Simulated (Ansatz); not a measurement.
The system is SiO2.

```
Si O
1.0
    -2.83790    2.83790    5.66021
     2.83790   -2.83790    5.66021
     2.83790    2.83790   -5.66021
Si O
4 8
Direct
  0.87500 0.26362 0.88862
  0.01362 0.62500 0.88862
  0.73638 0.12500 0.11138
  0.37500 0.98638 0.11138
  0.63373 0.13373 0.50000
  0.46788 0.96788 0.93575
  0.03212 0.53212 0.06425
  0.11627 0.11627 0.00000
  0.88373 0.88373 0.00000
  0.86627 0.36627 0.50000
  0.28212 0.71788 0.00000
  0.71788 0.28212 0.00000
```

The cell comes from a database or a generator and needn't be the stable form of this composition.

Program: Ansatz 0.2.0. Alike in all runs: task band structure; potentials or basis Ansatz PAW; no spin polarisation; cell as given; k mesh 7 × 7 × 7; smearing fermi-dirac 0.05 eV.

Order these runs on this cell by their band gap on the k mesh, lowest first.
A. level PBEsol; cutoff (eV) 420
B. level r2SCAN; cutoff (eV) 500
C. level LDA; cutoff (eV) 420

C (4.66 eV), A (4.82 eV), B (5.46 eV).

Runs at the PBE level aren't shown here.
